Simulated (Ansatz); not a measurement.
Zincblende PbTe, relaxed with r2SCAN. It is cubic, F-43m (No. 216); a = 7.283 Å in the conventional setting, 48.29 Å³ an atom. Pb has 4 Te at 3.15 Å; Te has 4 Pb at 3.15 Å.

```
Pb Te
1.0
     0.00000    3.64149    3.64149
     3.64149    0.00000    3.64149
     3.64149    3.64149    0.00000
Pb Te
1 1
Direct
  0.00000 0.00000 0.00000
  0.25000 0.25000 0.25000
```

The questions ask for values computed with Ansatz 0.2.0 on this geometry. All values are calculated for a non-magnetic cell, which may be hypothetical.

(1) What gap does PBE give, and where are the band edges?

(2) Estimate the gap with r2SCAN on 6×6×6.

(3) What does HSE06 give for the gap (4×4×4 mesh)?

(4) What does PBE0 give for the gap (4×4×4 mesh)?

(5) What does G0W0@PBE with 288 empty bands, a screening cutoff of 120 eV and a 4×4×4 mesh give?

(6) How strongly does the crystal screen a field with clamped ions (PBE)?

(7) What fraction of exact exchange does the dielectric-dependent hybrid take (1/ε∞ of PBE, averaged over directions)?

(8) What do these levels agree on?

Answers

(1) The PBE gap is indirect, 0.59 eV (W to X), below the direct gap of 1.19 eV at X.

(2) With r2SCAN the valence top lies at W and the conduction bottom at X, 0.75 eV higher; the smallest vertical gap, at X, is 1.37 eV. The gap differs by +0.16 eV from PBE's.

(3) With HSE06 the valence top lies at W and the conduction bottom at X, 0.97 eV higher; the smallest vertical gap, at X, is 1.63 eV. The gap differs by +0.39 eV from PBE's.

(4) The PBE0 gap is indirect, 1.57 eV (W to X), below the direct gap of 2.27 eV at X. The gap differs by +0.99 eV from PBE's.

(5) 0.93 eV (PBE's gap over the path plus the quasiparticle shift read on the mesh). The quasiparticle gap on this mesh is 0.93 eV (W to X), against 0.59 eV from PBE: +0.34 eV. Renormalisation factors Z lie between 0.63 and 0.76. G0W0 here is at a finite number of bands, screening cutoff and k mesh, not at the basis limit.

(6) The clamped-ion dielectric constant comes out as 9.06 in all directions. Born charges, averaged over directions: Pb +2.05, Te -2.05 e.

(7) 0.110.

(8) Taking G0W0@PBE (288 empty bands, 120 eV, 4×4×4), 0.93 eV, as the yardstick (a computed one, not at the basis limit), HSE06 comes nearest, +0.04 eV off, at about 12 times r2SCAN's rough cost; G0W0 itself took about 22 times r2SCAN's rough cost. The others: DDH-PBE0 +0.08, r2SCAN -0.18, PBE -0.35, LDA -0.48, PBE0 +0.64, r2SCAN0 +0.73, Hartree-Fock +4.02 eV. The yardstick's own error is a tenth of an eV or more. r2SCAN covers 42 % of the step from PBE to HSE06, while HSE06 needs about 12 times r2SCAN's rough cost (on a coarser mesh). All these functionals give a gap of the same kind, indirect.
